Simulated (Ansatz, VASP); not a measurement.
# C (Diamond) in two plane-wave programs

One calculation is typed for both programs; each brings its own data sets. How far apart do they land? The cell is taken from a series of runs on this material, whose earlier steps may have relaxed, scaled, displaced or heated it; both programs get it as it stands. Other levels of theory on this material are compared in a session of their own.

Calculated with Ansatz 0.2.0; plane waves, with VASP 6.6.1 beside it; single point at PBE.

## Step 1: The starting structure

It takes space group I4_1/amd (No. 141, tetragonal). The conventional cell has a = 2.522 Å, b = 2.522 Å, c = 3.585 Å, α = 90.00°, β = 90.00°, γ = 90.00°. Nearest to C lie 4 C at 1.55 Å.

As a file:

```cif
data_structure
_symmetry_space_group_name_H-M 'P 1'
_symmetry_Int_Tables_number 1
_cell_length_a 2.5284
_cell_length_b 2.5284
_cell_length_c 2.5221
_cell_angle_alpha 60.083
_cell_angle_beta 60.083
_cell_angle_gamma 59.835
_cell_volume 11.40
loop_
_atom_site_label
_atom_site_type_symbol
_atom_site_fract_x
_atom_site_fract_y
_atom_site_fract_z
_atom_site_occupancy
C1 C 0.50000 0.50000 0.50000 1
C2 C 0.75000 0.75000 0.75000 1
```

## Step 2: VASP: single point, PBE

A single point gives forces, pressure and levels at one fixed geometry, so differences don't come from the geometry; what else differs is listed under the comparison.

Lines of VASP's logs that name or quote its potential files are left out, and so is its time.

INCAR

```
SYSTEM = C
PREC = Accurate
ENCUT = 600
EDIFF = 1E-06
NELM = 120
ISMEAR = 0
SIGMA = 0.01
LREAL = .FALSE.
ALGO = Normal
GGA = PE
NBANDS = 10
LORBIT = 11
LWAVE = .FALSE.
LCHARG = .FALSE.
ISIF = 2
LASPH = .TRUE.
GGA_COMPAT = .FALSE.
EFERMI = MIDGAP
```

POSCAR

```
C
1.0
    0.0000000000      1.7833700000      1.7922868500
    1.7833700000      0.0000000000      1.7922868500
    1.7833700000      1.7833700000      0.0000000000
C
2
Direct
    0.5000000000      0.5000000000      0.5000000000
    0.7500000000      0.7500000000      0.7500000000
```

KPOINTS

```
Automatic mesh
0
Gamma
8 8 8
0 0 0
```

PAW data sets: C (PBE family, release 64).

On the command line:

```console
> mpirun -np 1 vasp_std
```

Numbers of over 12 decimals in the logs are rounded to 6 here.

The program printed:

```text
[banner, memory and clock lines left out]
running    1 mpi-ranks, on    1 nodes
 distrk:  each k-point on    1 cores,    1 groups
 distr:  one band on    1 cores,    1 groups

 POSCAR found type information on POSCAR C
 POSCAR found :  1 types and       2 ions
 LDA part: xc-table for (Slater+PW92), standard interpolation
 POSCAR, INCAR and KPOINTS ok, starting setup
 FFT: planning ... GRIDC
 FFT: planning ... GRID_SOFT
 FFT: planning ... GRID
 WAVECAR not read
 entering main loop
       N       E                     dE             d eps       ncg     rms          rms(c)
DAV:   1     0.389499577628E+01    0.38950E+01   -0.53458E+03  1236   0.862E+02
DAV:   2    -0.183710559976E+02   -0.22266E+02   -0.21437E+02  1580   0.141E+02
DAV:   3    -0.188164127183E+02   -0.44536E+00   -0.44413E+00  1376   0.158E+01
DAV:   4    -0.188174151771E+02   -0.10025E-02   -0.10024E-02  1282   0.882E-01
DAV:   5    -0.188174164854E+02   -0.13083E-05   -0.13083E-05  1342   0.308E-02    0.549E+00
DAV:   6    -0.183460752011E+02    0.47134E+00   -0.26238E-01  1232   0.384E+00    0.328E+00
DAV:   7    -0.181874037435E+02    0.15867E+00   -0.31757E-01  1270   0.429E+00    0.742E-01
DAV:   8    -0.181891244657E+02   -0.17207E-02   -0.76675E-03  1216   0.708E-01    0.433E-02
DAV:   9    -0.181891604702E+02   -0.36005E-04   -0.66881E-05  1404   0.701E-02    0.235E-02
DAV:  10    -0.181891801481E+02   -0.19678E-04   -0.15823E-05  1226   0.382E-02    0.509E-03
DAV:  11    -0.181891801899E+02   -0.41811E-07   -0.20129E-07   968   0.448E-03
   1 F= -.18189180E+02 E0= -.18189180E+02  d E =0.000000E+00
```

OUTCAR, selected parts (step 2):

```text
ion  position               nearest neighbor table
   1  0.500  0.500  0.500-   2 1.55   2 1.55   2 1.55   2 1.55
   2  0.750  0.750  0.750-   1 1.55   1 1.55   1 1.55   1 1.55

  LATTYP: Found a body centered tetragonal cell.
 ALAT       =     2.5220660407
 C/A-ratio  =     1.4212846302

 Subroutine GETGRP returns: Found 16 space group operations
 (whereof  8 operations were pure point group operations)

The static configuration has the point symmetry D_2d.
 The point group associated with its full space group is D_4h.

 Found     59 irreducible k-points:

   k-points           NKPTS =     59   k-points in BZ     NKDIM =     59   number of bands    NBANDS=     10

   dimension x,y,z NGX =    20 NGY =   20 NGZ =   20
   dimension x,y,z NGXF=    40 NGYF=   40 NGZF=   40

   ENCUT  =  600.0 eV  44.10 Ry    6.64 a.u.   5.05  5.05  5.04*2*pi/ulx,y,z

   NELECT =       8.0000    total number of electrons

 k-points in reciprocal lattice and weights: Automatic mesh
   0.00000000  0.00000000  0.00000000       0.002
   0.12500000  0.00000000  0.00000000       0.016
   0.25000000  0.00000000  0.00000000       0.016
   0.37500000  0.00000000  0.00000000       0.016
   0.50000000  0.00000000  0.00000000       0.008
   0.12500000  0.12500000  0.00000000       0.004
   0.25000000  0.12500000  0.00000000       0.016
   0.37500000  0.12500000  0.00000000       0.016
   0.50000000  0.12500000  0.00000000       0.016
[...]
-0.37500000  0.12500000  0.50000000       0.008
  -0.25000000  0.25000000  0.50000000       0.004

 average (electrostatic) potential at core
       1 -45.4582       2 -45.4582

 E-fermi :  11.7107

 k-point     1 :       0.0000    0.0000    0.0000
  band No.  band energies     occupation
      1     -11.7528      2.00000
      2       9.6066      2.00000
      3       9.6820      2.00000
      4       9.6820      2.00000
      5      15.2130      0.00000
      6      15.2130      0.00000
      7      15.2747      0.00000
      8      22.8736      0.00000
      9      28.8884      0.00000
    ...

 k-point     2 :       0.1250    0.0000    0.0000
  band No.  band energies     occupation
      1     -11.3223      2.00000
      2       7.2509      2.00000
      3       8.9804      2.00000
      4       9.0359      2.00000
      5      16.0699      0.00000
      6      16.0996      0.00000
      7      16.5115      0.00000
      8      23.2492      0.00000
      9      29.5371      0.00000
    ...

 k-point     3 :       0.2500    0.0000    0.0000
  band No.  band energies     occupation
      1     -10.0439      2.00000
      2       3.0892      2.00000
      3       7.8847      2.00000
      4       7.9549      2.00000
      5      17.4132      0.00000
      6      17.4184      0.00000
      7      17.7680      0.00000
      8      24.2100      0.00000
      9      30.3009      0.00000
    ...

  Total        0.0814940      0.0814940     -0.2486173      0.0000000      0.0000000      0.0000000
  in kB       11.4529150     11.4529150    -34.9398940      0.0000000      0.0000000      0.0000000
  external PRESSURE =      -4.0113547 kB  Pullay stress =       0.0000000 kB

  energy-cutoff  :      600.00
  volume of cell :       11.40
      direct lattice vectors                 reciprocal lattice vectors
     0.000000000  1.783370000  1.792286850    -0.280368067  0.280368067  0.278973201
     1.783370000  0.000000000  1.792286850     0.280368067 -0.280368067  0.278973201
     1.783370000  1.783370000  0.000000000     0.280368067  0.280368067 -0.278973201

 POSITION                                       TOTAL-FORCE (eV/Angst)
 -----------------------------------------------------------------------------------
      1.78337      1.78337      1.79229         0.000000      0.000000      0.000000
      2.67505      2.67505      2.68843        -0.000000     -0.000000     -0.000000
 -----------------------------------------------------------------------------------
    total drift:                                0.000000     -0.000000      0.000000

  FREE ENERGIE OF THE ION-ELECTRON SYSTEM (eV)
  ---------------------------------------------------
  free  energy   TOTEN  =       -18.1891801899 eV

  energy  without entropy=      -18.1891801899  energy(sigma->0) =      -18.18918019

 total charge
# of ion       s       p       d       tot
------------------------------------------
    1        0.827   1.744   0.000   2.570
    2        0.827   1.744   0.000   2.570
--------------------------------------------------
tot          1.653   3.487   0.000   5.140

[... 3 further parts left out ...]
```

The run ends at a pressure of -0.40 GPa.

## Step 3: Ansatz: single point, PBE

Ansatz runs on its default PAW (the set named soft_2) files.

The same cell, functional, mesh and smearing now go to Ansatz, which takes its cutoff from its data sets.

input.yaml

```yaml
crystal:
  lattice:
    - [0.0, 1.78337, 1.79228685]
    - [1.78337, 0.0, 1.79228685]
    - [1.78337, 1.78337, 0.0]
  atoms:
    - { symbol: C, position: [0.5, 0.5, 0.5] }
    - { symbol: C, position: [0.75, 0.75, 0.75] }
kpoints:
  mp_grid: { grid: [8, 8, 8] }
hamiltonian:
  xc: pbe
scf:
  occupations: { method: gaussian, width: 0.01 }
  n_extra_bands: 8
output:
  forces: true
  stress: true
  eigenvalues: true
  eigenstates:
    kpoints:
      - [0.0, 0.362899977, 0.362899977]
      - [0.362899977, 0.0, 0.362899977]
      - [0.362899977, 0.362899977, 0.0]
      - [0.0, 0.0, 0.0]
  write_potential: true
  volumetric_format: npy
```

On the command line:

```console
> ansatz run input.yaml --threads 4 --pin off --max-ram 9216MiB --backend cpu --events-out ev --progress --plain --runs-dir out
```

The program printed:

```text
scf.n_extra_bands = 8 over 4 filled bands (N_el = 8.0): the run solves 12 bands
Engine: ansatz 0.2.0, aarch64-unknown-linux-gnu
Pseudopotentials: kind: paw
Pseudopotential: C, paw, valence charge 4, recommended cutoff 420 eV (normal), C.paw.azcp
Functional definition: PBE
  parameter kappa = 0.804
  parameter beta = 0.066725
  exchange = pbe_x(kappa = kappa, mu = beta*pi^2/3)
  correlation = pbe_c(beta = beta)
Crystal: 2 atoms, lattice volume = 11.400 Å³
Basis set: ecut = 420 eV, 229 PW (Γ), exchange–correlation on 36×36×36 points (8 copies of the dense FFT grid, shifted against one another)
Bands: 12, of which v1, the nominal top of the filled ones, is band 4 counted from 1 (3 counted from 0)
Symmetry: 16 space group operations
Space group: I41/amd (ITA 141), of the structure as read, at distance tolerance 2.3e-5 Å
k-points: 59 of 512
Non-local potential: C, projectors of the file, l = 0: 2, l = 1: 2, l = 2: 1
PAW form: soft (Blöchl's): semilocal exchange-correlation on the pseudo side does not see the compensation charge
PAW one-centre angular grid: C, 110 points (default); XC on 64 Gauss nodes
Initial density: superposition of atomic densities (neutral atoms: chi_scale 0, normalization atom), corrected by the library's trained network
Initial wavefunctions: pseudopotential atomic-orbital guess
Functional: x = pbe(κ = 0.804, μ = 0.219515), c = pbe(β = 0.066725)
SCF iter   1: F=—  HF=-501.614387 eV  |F-HF|=—  |Δ(HF+E_count)|=         —  Δρ=1.74e-3  dr2=9.65e-5  ethr=1.77e-3  ⟨swp⟩=5.5  Hψ=3840  notcnv=0
preconditioner: auto → none  [insulator: Δε(μ)=4.074 eV  Ē_g=26.724 eV  σ=0.010 eV  W_gap=1.00  n_scr=0 (ndim 8)  ℏωp=31.1 eV  f_vac=0.000  D(μ)=0.00/eV (n_scr^D=0)  ε∞_Penn≈2.4]
SCF iter   2: F=—  HF=-501.614407 eV  |F-HF|=—  |Δ(HF+E_count)|=   2.04e-5  Δρ=9.76e-4  dr2=3.94e-5  ethr=1.21e-6  ⟨swp⟩=2.1  Hψ=1672  notcnv=0  defer=171
SCF iter   3: F=—  HF=-501.614452 eV  |F-HF|=—  |Δ(HF+E_count)|=   4.52e-5  Δρ=3.15e-4  dr2=7.98e-6  ethr=4.93e-7  ⟨swp⟩=2.0  Hψ=1068  notcnv=0  defer=171
SCF iter   4: F=—  HF=-501.614450 eV  |F-HF|=—  |Δ(HF+E_count)|=   2.30e-6  Δρ=1.14e-4  dr2=1.08e-6  ethr=9.97e-8  ⟨swp⟩=1.5  Hψ=637  notcnv=0  defer=171
iter 5 did not close the SCF: its close was put off for the readings that it lacked (scf_convergence_deferred on its scf_iter line)
SCF iter   5: F=-501.614450 eV  HF=-501.614450 eV  |F-HF|=1.92e-9  |Δ(HF+E_count)|=   3.95e-7  Δρ=7.80e-6  dr2=5.79e-9  ethr=1.35e-8  ⟨swp⟩=2.0  Hψ=771  notcnv=0  defer=171
SCF iter   6: F=-501.614450 eV  HF=-501.614450 eV  |F-HF|=1.90e-10  |Δ(HF+E_count)|=   1.21e-9  Δρ=2.32e-6  dr2=5.05e-10  ethr=7.23e-11  ⟨swp⟩=6.7  Hψ=3418  notcnv=0
SCF 1 converged in 6 iterations: F = -501.614450 eV  dr2 = 5.05e-10
  greatest PAW one-centre occupation: 0.643 electrons in one spin orbital (limit 2), on the C atom at site 1 (counted from 0), in its partial waves of l = 0
NSCF: frozen V_eff on 4 k-points
SCF converged after 6 iterations
Free energy (F): -501.614450 eV
Harris-Foulkes:  -501.614450 eV  (|F-HF|=1.90e-10)
Internal energy: -501.614450 eV  (E = F + TS)
E sigma→0 (E₀):  -501.614450 eV
Fermi energy:    15.284638 eV
--- Per-component energies (eV) ---
  E_band       = 34.237507
  E_kinetic    = 184.198482
  E_local      = -122.767908  (includes V_loc(G=0)·N_el)
  E_nonlocal   = 53.255905
  E_hartree    = 26.839964
  E_xc         = -97.341455
  E_vxc        = -120.838904  (∫ρ·V_xc dr)
  E_paw        = -198.414782  (= ΣΔE_a)
  E_vpaw       = -13.290219  (= ΣTr[D̂ρ^β])
  E_aug_tail   = 0.000018  (compensation charges beyond the density's cutoff)
  E_ewald      = -347.384674
  E_smearing   = -0.000000  (= −TS)
  E_closure    = 0.000000  (closes the sum)
  Σ components = -501.614450   (vs F -501.614450, Δ=0.00e0)
--- Forces (eV/Å), atoms counted from 1 ---
  atom   1  C     -0.00000000    -0.00000000     0.00000000
  atom   2  C      0.00000000    -0.00000000    -0.00000000
  max |Σ_I F_I| component: 6.94e-18 eV/Å
--- Stress (GPa, compression-positive) ---
        1.171531       0.000000      -0.000000
        0.000000       1.171531      -0.000000
       -0.000000      -0.000000      -3.468574
  P = ⅓ Tr σ = -0.3752 GPa (-3.752 kbar)
--- Band table (eV; the first three rows and the last of 59) ---
  k-point 0: bands = [-8.1852, 13.1772, 13.2524, 13.2524, 18.7869, 18.7869, 18.8486, 26.3913, ... 4 higher]
  k-point 1: bands = [-7.7547, 10.8192, 12.5484, 12.6038, 19.6436, 19.6732, 20.0831, 26.7714, ... 4 higher]
  k-point 2: bands = [-6.4764, 6.6572, 11.4507, 11.5209, 20.9874, 20.9934, 21.3321, 27.7460, ... 4 higher]
  k-point 58: bands = [0.4435, 0.4435, 6.9994, 6.9994, 18.0609, 18.0609, 29.9302, 29.9302, ... 4 higher]
```

The run ends at a pressure of -0.38 GPa.

## Step 4: Differences

Known differences besides the potentials themselves: the cutoff is 420 eV in Ansatz and 600 eV in VASP. Total energies have different zeros and are not compared.

The two programs side by side:

| quantity | Ansatz | VASP | difference |
| --- | --- | --- | --- |
| pressure (GPa) | -0.38 | -0.40 | +0.03 |
| gap on the k mesh (eV) | 4.064 | 4.057 | +0.007 |

A gap on the mesh is an upper bound, since the band edges may lie between its points.

## Step 5: Outcome

```yaml
difference_in_gap_on_the_k_mesh_single_point_pbe: 0.0070 eV
```

In words: The difference in gap on the k mesh is 0.0070 eV (single point, PBE), within the 0.08 eV picked in this series as the mark of a large difference. 7 further runs of this series are not shown here. How closely two codes agree says nothing of how well the functional describes the real material.

[Lines on the potential files, build, host, timing and source positions are cut from VASP's logs without a mark.]

[Logs are printed without paths, hosts, clocks, repeated set-up lines and the standing remarks that a program may print on its own settings, such as how far it seeks lower states.]

[Hosts, paths, dates, database ids (printed as entryN), source tags and the programs' standing remarks are cut or masked in the printed files.]
